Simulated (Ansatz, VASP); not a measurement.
# One calculation of CdS (Greenockite), two programs

File INCAR:

```
SYSTEM = CdS
PREC = Accurate
ENCUT = 520
EDIFF = 1E-7
ISMEAR = 0
SIGMA = 0.016
LREAL = .False.
LASPH = .True.
NELM = 80
ALGO = Normal
ISIF = 2
LWAVE = .False.
LCHARG = .False.
GGA = PE
```

KPOINTS

```
Automatic mesh
0
Gamma
  7 7 4
  0 0 0
```

POSCAR

```
CdS
1.0
    4.1500000000      0.0000000000      0.0000000000
   -2.0750000000      3.5940054257      0.0000000000
    0.0000000000      0.0000000000      6.7370000000
Cd S
2 2
Direct
    0.6666666667      0.3333333333      0.5000000000
    0.3333333333      0.6666666667      0.0000000000
    0.6666666667      0.3333333333      0.8750000000
    0.3333333333      0.6666666667      0.3750000000
```

The input input.yaml:

```yaml
crystal:
  lattice:
    - [4.15, 0.0, 0.0]
    - [-2.075, 3.5940054257, 0.0]
    - [0.0, 0.0, 6.737]
  atoms:
    - { symbol: Cd, position: [0.6666666667, 0.3333333333, 0.5] }
    - { symbol: Cd, position: [0.3333333333, 0.6666666667, 0.0] }
    - { symbol: S, position: [0.6666666667, 0.3333333333, 0.875] }
    - { symbol: S, position: [0.3333333333, 0.6666666667, 0.375] }
hamiltonian:
  xc: pbe
  pseudopotentials: { kind: paw }
kpoints:
  mp_grid: { grid: [7, 7, 4] }
scf:
  occupations: { method: gaussian, width: 0.016 }
output:
  forces: true
  stress: true
  eigenvalues: true
```

Alike in both runs: task single point; functional PBE; k mesh 7 × 7 × 4; occupations gaussian, width 0.016 eV; no spin polarisation.

|  | VASP | Ansatz |
| --- | --- | --- |
| version | VASP 6.6.1 | Ansatz 0.2.0 |
| potentials or method | VASP PAW PBE potentials, release 64 (Cd, S) | Ansatz PAW |
| plane-wave cutoff (eV) | 520 | 420 |
| valence electrons in the cell | 36 | 52 |

Ansatz gave:

| Quantity | Value |
| --- | --- |
| gap on the k mesh at the Fermi level (eV) | 1.20 |
| least direct gap on the mesh (eV) | 1.20 |
| pressure (GPa) | 2.1 |
| largest component of the traceless stress (GPa) | 0.42 |
| rms of the force components (eV/Å) | 0.039 |

Task: What did VASP give for the same quantities?

Result: gap on the k mesh at the Fermi level (eV): 1.20; least direct gap on the mesh (eV): 1.20; pressure (GPa): 2.4; largest component of the traceless stress (GPa): 0.44; rms of the force components (eV/Å): 0.040.

Atom by atom the forces differ by 0.001 eV/Å (rms over components). The functional is the same, so the differences come from potentials, cutoffs and numerics. The two sets of potentials don't hold the same shells in valence.

Caveats: odd divisions of the mesh miss points on the zone boundary, where band edges often lie, so the gap on the mesh can be too wide (Ansatz). A hybrid or GW would open this gap; PBE tends to underestimate it.
